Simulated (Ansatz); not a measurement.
# ZrO2 (Cubic zirconia): the cost of one run

Program: Ansatz 0.2.0. Level of theory: DFT, plane waves, PAW, no spin polarisation. These are calculated values, not measurements.

The COD entry's cell or inner coordinates are ideal or old and differ from later refinements, so a difference from it is no clean test against experiment.

### 1 The system as given

The cell holds 24 atoms (O16Zr8): a = 7.198 Å, b = 7.198 Å, c = 7.198 Å, α = 60.00°, β = 60.00°, γ = 60.00°.

The coordinates stand in the first input below.

### 2 Run 1: PBE

input.yaml reads:

```yaml
crystal:
  lattice:
    - [0.0, 5.0894272375, 5.0894272375]
    - [5.0894272375, 0.0, 5.0894272375]
    - [5.0894272375, 5.0894272375, 0.0]
  atoms:
    - { symbol: Zr, position: [0.0, 0.0, 0.0] }
    - { symbol: O, position: [0.125, 0.125, 0.125] }
    - { symbol: O, position: [0.375, 0.375, 0.375] }
    - { symbol: Zr, position: [0.0, 0.0, 0.5] }
    - { symbol: O, position: [0.125, 0.125, 0.625] }
    - { symbol: O, position: [0.375, 0.375, 0.875] }
    - { symbol: Zr, position: [0.0, 0.5, 0.0] }
    - { symbol: O, position: [0.125, 0.625, 0.125] }
    - { symbol: O, position: [0.375, 0.875, 0.375] }
    - { symbol: Zr, position: [0.0, 0.5, 0.5] }
    - { symbol: O, position: [0.125, 0.625, 0.625] }
    - { symbol: O, position: [0.375, 0.875, 0.875] }
    - { symbol: Zr, position: [0.5, 0.0, 0.0] }
    - { symbol: O, position: [0.625, 0.125, 0.125] }
    - { symbol: O, position: [0.875, 0.375, 0.375] }
    - { symbol: Zr, position: [0.5, 0.0, 0.5] }
    - { symbol: O, position: [0.625, 0.125, 0.625] }
    - { symbol: O, position: [0.875, 0.375, 0.875] }
    - { symbol: Zr, position: [0.5, 0.5, 0.0] }
    - { symbol: O, position: [0.625, 0.625, 0.125] }
    - { symbol: O, position: [0.875, 0.875, 0.375] }
    - { symbol: Zr, position: [0.5, 0.5, 0.5] }
    - { symbol: O, position: [0.625, 0.625, 0.625] }
    - { symbol: O, position: [0.875, 0.875, 0.875] }
kpoints:
  mp_grid: { grid: [2, 2, 2] }
hamiltonian:
  xc: pbe
scf:
  occupations: { method: fermi_dirac, width: 0.146 }
md:
  ensemble: npt_langevin
  temperature: 1700
  timestep: 1.5
  n_steps: 30
  initial_velocities: maxwell_boltzmann
  seed: 9254
```

Launch:

```sh
$ ansatz run input.yaml --threads 4 --pin off --max-ram 3686MiB --backend cpu --events-out ev --progress --plain --runs-dir out
```

Q: Estimate wall time and peak memory on 4 threads of Arm Neoverse N1, shared host.

About 4 min, with a peak of 1.3 GiB.
